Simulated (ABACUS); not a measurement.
## AgCl under changes of volume

One of the cells (20.247 Å³/atom); the others are scaled copies at fixed shape and fractional positions:

```
CELL_PARAMETERS angstrom
3.43397 0.00000 0.00000
0.00000 3.43397 0.00000
0.00000 0.00000 3.43397
ATOMIC_POSITIONS crystal
Ag 0.00000 0.00000 0.00000
Cl 0.50000 0.50000 0.50000
```

Measurements of this composition are mostly on another form, of space group No. 225.

```yaml
Program: ABACUS 3.10.1
Functional: PBE
Potentials_or_basis: PseudoDojo NC SR 0.4.1 PBE standard
Cutoff: 1116 eV
Density_cutoff: 4463 eV
Basis: plane waves
k_mesh: 8 × 8 × 8
Occupations: fermi-dirac, width 0.05 eV
Spin: no spin polarisation
```

```tsv
volume (Å³/atom)	energy over the lowest point (meV/atom)	pressure (GPa)	gap on the mesh (eV)
19.032	10.94	3.2	0.60
19.437	4.38	1.9	0.59
19.842	0.85	0.8	0.58
20.247	0.00	-0.2	0.57
20.652	1.50	-1.1	0.57
21.057	5.08	-1.9	0.57
21.462	?	?	?
```

Q: What does the run at 21.462 Å³/atom give?

A: Energy over the lowest point 10.48 meV/atom; pressure -2.6 GPa; gap on the mesh 0.57 eV.

Worked out: A Birch-Murnaghan fit of order 3 (a polynomial in V^(-2/3)) to the other rows has its minimum at 20.18 Å³/atom with B0 = V·E''(V) = 47 GPa and B' = 5.3. It gives 10.49 meV/atom at 21.462 Å³/atom, against the run's 10.48, and -dE/dV = -2.5 GPa, against -2.6. A straight line through the other rows of the gap, of slope -0.313 eV per unit of ln V, extrapolates to 0.56 eV, against the run's 0.57.

Energies are extrapolated to zero smearing.

A mesh can miss the band edges. Spin-orbit coupling on Ag is left out.
